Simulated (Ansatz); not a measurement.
Mo:

```xyz
1
Lattice="-1.5838 1.5838 1.5838 1.5838 -1.5838 1.5838 1.5838 1.5838 -1.5838" Properties=species:S:1:pos:R:3 pbc="T T T"
Mo    0.0000    0.0000    0.0000
```

```yaml
Program: Ansatz 0.2.0
Task: relaxation of cell and atoms
Functional: LDA
Potentials_or_basis: all-electron LAPW, scalar-relativistic
Basis_error_allowed: 0.001 eV/atom
k_mesh: 12 × 12 × 12
Occupations: fermi-dirac, width 0.05 eV
Spin: no spin polarisation
```

At the start: volume 15.89 Å³/atom.

Question: How do energy, volume and symmetry change on relaxing?

Answer: Over 5 steps the energy falls by 38.3 meV/atom and the volume is 15.06 Å³/atom (-5.2 %); space group Im-3m (No. 229, to 0.05 Å).

The path:
| step | energy change (eV) | largest force (eV/Å) | volume (Å³) |
| --- | --- | --- | --- |
| 1 | 0.0000 | 0.0000 | 15.89 |
| 2 | -0.0374 | 0.0000 | 15.19 |
| 3 | -0.0383 | 0.0000 | 15.05 |
| 4 | -0.0383 | 0.0000 | 15.06 |
| 5 | -0.0383 | 0.0000 | 15.06 |

Final structure:
```cif
data_structure
_symmetry_space_group_name_H-M 'P 1'
_symmetry_Int_Tables_number 1
_cell_length_a 2.6947
_cell_length_b 2.6947
_cell_length_c 2.6947
_cell_angle_alpha 109.471
_cell_angle_beta 109.471
_cell_angle_gamma 109.471
_cell_volume 15.06
loop_
_atom_site_label
_atom_site_type_symbol
_atom_site_fract_x
_atom_site_fract_y
_atom_site_fract_z
_atom_site_occupancy
Mo1 Mo 0.00000 0.00000 0.00000 1
```
